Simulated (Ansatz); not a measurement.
Input deck for Ansatz 0.2.0, then the block of the output on the nuclei.

The cell is a diffraction structure from the COD, relaxed with PBE at fixed cell and then changed (z compressed by 2 %, ions relaxed).

```yaml
crystal:
  lattice:
    - [2.38025, 1.3742379782, 4.2452293334]
    - [-2.38025, 1.3742379782, 4.2452293334]
    - [0.0, -2.7484759565, 4.2452293334]
  atoms:
    - { symbol: Al, position: [0.3520823946, 0.3520823946, 0.3520823946] }
    - { symbol: Al, position: [0.1479176054, 0.1479176054, 0.1479176054] }
    - { symbol: Al, position: [0.6479176054, 0.6479176054, 0.6479176054] }
    - { symbol: Al, position: [0.8520823946, 0.8520823946, 0.8520823946] }
    - { symbol: O, position: [0.5564629985, 0.9435370015, 0.25] }
    - { symbol: O, position: [0.25, 0.5564629985, 0.9435370015] }
    - { symbol: O, position: [0.9435370015, 0.25, 0.5564629985] }
    - { symbol: O, position: [0.4435370015, 0.0564629985, 0.75] }
    - { symbol: O, position: [0.75, 0.4435370015, 0.0564629985] }
    - { symbol: O, position: [0.0564629985, 0.75, 0.4435370015] }
kpoints:
  mp_grid: { grid: [8, 8, 8] }
scf:
  occupations: { method: fermi_dirac, width: 0.02 }
hamiltonian:
  xc: pbe
  pseudopotentials: { kind: paw }
output:
  forces: true
  stress: true
  populations: true
  efg:
    quadrupole_moments_barn: { Al: 0.1466, O: -0.02558 }
    contact_densities: true
relax:
  f_tol: 0.02
  max_steps: 60
```

```sh
ansatz run input.yaml --threads 4 --pin off --max-ram 8192MiB --backend cpu --events-out ev --progress --plain --runs-dir out
```

The run relaxes the ions first, and the block belongs to the relaxed positions.

Of the output, the block on the nuclei alone is shown; the set-up, the SCF iterations, energies, forces and stress are cut.

```
--- PAW observables at the nuclei: V_zz in 10²¹ V/m², potentials from the cell's mean, atoms counted from 1 ---
  atom   1  Al V_zz =    +0.721979   η = 0.0000   by run symmetry: allowed   C_q = +2.5593 MHz
            electrostatic potential = -1232.018812 V   contact ρ = 10078.545142 e/Å³
  atom   2  Al V_zz =    +0.721979   η = 0.0000   by run symmetry: allowed   C_q = +2.5593 MHz
            electrostatic potential = -1232.018812 V   contact ρ = 10078.545142 e/Å³
  atom   3  Al V_zz =    +0.721979   η = 0.0000   by run symmetry: allowed   C_q = +2.5593 MHz
            electrostatic potential = -1232.018812 V   contact ρ = 10078.545142 e/Å³
  atom   4  Al V_zz =    +0.721979   η = 0.0000   by run symmetry: allowed   C_q = +2.5593 MHz
            electrostatic potential = -1232.018812 V   contact ρ = 10078.545142 e/Å³
  atom   5  O  V_zz =    -3.755728   η = 0.3246   by run symmetry: allowed   C_q = +2.3230 MHz
            electrostatic potential = -625.844476 V   contact ρ = 2154.228656 e/Å³
  atom   6  O  V_zz =    -3.755728   η = 0.3246   by run symmetry: allowed   C_q = +2.3230 MHz
            electrostatic potential = -625.844476 V   contact ρ = 2154.228656 e/Å³
  atom   7  O  V_zz =    -3.755728   η = 0.3246   by run symmetry: allowed   C_q = +2.3230 MHz
            electrostatic potential = -625.844476 V   contact ρ = 2154.228656 e/Å³
  atom   8  O  V_zz =    -3.755728   η = 0.3246   by run symmetry: allowed   C_q = +2.3230 MHz
            electrostatic potential = -625.844476 V   contact ρ = 2154.228656 e/Å³
  atom   9  O  V_zz =    -3.755728   η = 0.3246   by run symmetry: allowed   C_q = +2.3230 MHz
            electrostatic potential = -625.844476 V   contact ρ = 2154.228656 e/Å³
  atom  10  O  V_zz =    -3.755728   η = 0.3246   by run symmetry: allowed   C_q = +2.3230 MHz
            electrostatic potential = -625.844476 V   contact ρ = 2154.228656 e/Å³
```

The relaxation (4 steps) took 8.2 s of wall time (25 s of CPU time) and 0.54 GiB at its peak, on 4 threads of Intel Xeon Platinum 8488C (Sapphire Rapids) (x86_64; 16 cores open to the job, memory cap 8.0 GiB, no GPU), a shared host with a load of 0.4 a core.

At this changed cell the PBE pressure is 13 GPa.
